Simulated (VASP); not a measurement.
A run of VASP 6.6.1 is set up as follows.

File INCAR:

```
ALGO = Normal
EDIFF = 1E-7
EDIFFG = -0.005
ENCUT = 300
GGA = PE
IBRION = 2
ISIF = 3
ISMEAR = 0
LASPH = T
LCHARG = F
LREAL = F
LWAVE = F
NELM = 80
NSW = 90
PREC = Accurate
SIGMA = 0.03
```

KPOINTS

```
k-points
0
Gamma
  5 5 3
```

Contents of POSCAR:

```
HfS2                                    
1.0
    3.6408264889     -0.0000000000      0.0000000000
   -1.8204132444      3.1530482301     -0.0000000000
   -0.0000000000      0.0000000000      6.3144662982
  Hf              S             
     1     2
Direct
     1.0000000000000000    0.0000000000000000    0.0000000000000000
     0.6666666699999979    0.3333333300000021    0.7718912346394936
     0.3333333300000021    0.6666666699999979    0.2281087653605064
```

Potentials or basis: VASP PAW PBE potentials, release 64 (Hf, S).

Run with:

```console
$ cat potpaw_PBE.64/Hf/POTCAR potpaw_PBE.64/S/POTCAR > POTCAR
$ mpirun -np 1 vasp_std > vasp.out
```

**Question.** What does it give for the space group after relaxing (to 0.05 Å)?

**Answer.** P-3m1 (No. 164).

**Question.** Estimate the relaxed cell.

**Answer.** a = 3.641 Å, b = 3.641 Å, c = 6.386 Å, α = 90.00°, β = 90.00°, γ = 120.00°.

**Question.** Estimate the relaxed volume.

**Answer.** 24.43 Å³/atom.

**Question.** Estimate the band gap on the k mesh.

**Answer.** 1.27 eV, indirect (least direct gap 2.03 eV).

Final structure:
```cif
data_structure
_symmetry_space_group_name_H-M 'P 1'
_symmetry_Int_Tables_number 1
_cell_length_a 3.6408
_cell_length_b 3.6408
_cell_length_c 6.3856
_cell_angle_alpha 90.000
_cell_angle_beta 90.000
_cell_angle_gamma 120.000
_cell_volume 73.30
loop_
_atom_site_label
_atom_site_type_symbol
_atom_site_fract_x
_atom_site_fract_y
_atom_site_fract_z
_atom_site_occupancy
Hf1 Hf 0.00000 0.00000 0.00000 1
S1 S 0.66667 0.33333 0.77440 1
S2 S 0.33333 0.66667 0.22560 1
```

Caveat: the cutoff is under 1.25 times the usual one of these potentials, so pressure, stress and relaxed cells hold a basis-set (Pulay) error; spin-orbit coupling is left out, which moves the levels of the heavy elements; an odd mesh through Γ misses points on the zone boundary, where band edges often lie; this functional lacks dispersion, which binds the layers, so the pressure and a relaxed spacing across them are unreliable. As with any semilocal functional, this PBE gap is likely too small.
